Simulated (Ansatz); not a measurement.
## Hg: clamped-ion strain scan

Method: DFT PBE+D3(BJ), scalar-relativistic, plane waves, PAW in Ansatz 0.2.0. The runs took a 420 eV cutoff, a Γ-centred 18×18×6 mesh and Gaussian smearing (0.15 eV). Spin–orbit coupling is left out, which can shift energies with elements as heavy as these. No spin polarisation. Energies are free energies at this smearing, counted from the undisturbed cell; pressure is positive in compression.

Reference structure (relaxed at this level; with this scan's settings it stands at -0.1 GPa; this form isn't the usual structure):

```yaml
crystal:
  lattice:
    - [3.33750, 0.00000, 0.00000]
    - [-1.66875, 2.89036, 0.00000]
    - [0.00000, 0.00000, 10.58827]
  atoms:
    - { symbol: Hg, position: [0.00000, 0.00000, 0.00000] }
    - { symbol: Hg, position: [0.33333, 0.66667, 0.25000] }
    - { symbol: Hg, position: [0.00000, 0.00000, 0.50000] }
    - { symbol: Hg, position: [0.66667, 0.33333, 0.75000] }
```

The cell is strained by ε times the Voigt pattern (0, 0, 1, 0, 0, 0) (xx, yy, zz, yz, xz, xy; engineering shear) with fractional coordinates fixed. The cell is metallic on the mesh throughout.

| ε | ΔE (meV/atom) | stress summed along the pattern (GPa, tension positive) | pressure (GPa) |
| --- | --- | --- | --- |
| -0.1500 | 60.7 | ? | ? |
| -0.0750 | 9.7 | -1.71 | 1.8 |
| 0.0000 | 0.0 | 0.18 | -0.1 |
| 0.0375 | 3.7 | 1.01 | -0.6 |
| 0.1125 | 22.5 | 2.09 | -1.2 |

(1) Give the withheld values.

Answers

(1) stress summed along the pattern (GPa, tension positive) at ε = -0.1500: -8.37; pressure (GPa) at ε = -0.1500: 7.1.